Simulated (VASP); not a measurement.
A run of VASP 6.6.1:

File INCAR:

```
SYSTEM = SnO2
PREC = Accurate
ENCUT = 520
EDIFF = 1E-7
ISMEAR = 0
SIGMA = 0.03
LREAL = .FALSE.
LASPH = .TRUE.
NELM = 80
ALGO = Normal
ISIF = 2
LWAVE = .FALSE.
LCHARG = .FALSE.
GGA = PE
NBANDS = 35
ICORELEVEL = 1
KPAR = 2
```

The input KPOINTS:

```
regular mesh
0
G
  6 6 8
  0 0 0
```

POSCAR

```
SnO2                                    
1.0
    4.8294399917     -0.0000000000      0.0000000000
    0.0000000000      4.8294399917      0.0000000000
    0.0000000000      0.0000000000      3.2421528755
  Sn              O             
     2     4
Direct
     0.0000000000000000    0.0000000000000000    0.0000000000000000
     0.5000000000000000    0.5000000000000000    0.5000000000000000
     0.3065613626250711    0.3065613626250711    0.0000000000000000
     0.1934386373749289    0.8065613626250712    0.5000000000000000
     0.6934386373749288    0.6934386373749288    0.0000000000000000
     0.8065613626250712    0.1934386373749289    0.5000000000000000
```

The input KPOINTS_OPT:

```
explicit points
186
Reciprocal
 0.0000000000  0.0000000000  0.0000000000 1
 0.0000000000  0.0263157895  0.0000000000 1
 0.0000000000  0.0526315789  0.0000000000 1
 0.0000000000  0.0789473684  0.0000000000 1
 0.0000000000  0.1052631579  0.0000000000 1
 0.0000000000  0.1315789474  0.0000000000 1
[... 178 lines left out ...]
 0.0000000000  0.5000000000  0.0000000000 1
 0.0000000000  0.0000000000  0.5000000000 1
```

Potentials or basis: VASP PAW PBE potentials, release 64 (Sn_d, O).

Run with:

```sh
$ cat potpaw_PBE.64/Sn_d/POTCAR potpaw_PBE.64/O/POTCAR > POTCAR
$ mpirun -np 2 vasp_std > vasp.out
```

Hardware: 2 MPI ranks on Intel(R) Xeon(R) Platinum 8488C (Sapphire Rapids), on a shared host.

Task: Estimate the wall time of this run.

Result: It took 120 s on 2 MPI ranks on Intel(R) Xeon(R) Platinum 8488C (Sapphire Rapids) (shared host), peak memory 0.29 GiB a rank. Counts: scf iterations 58, k points 50.
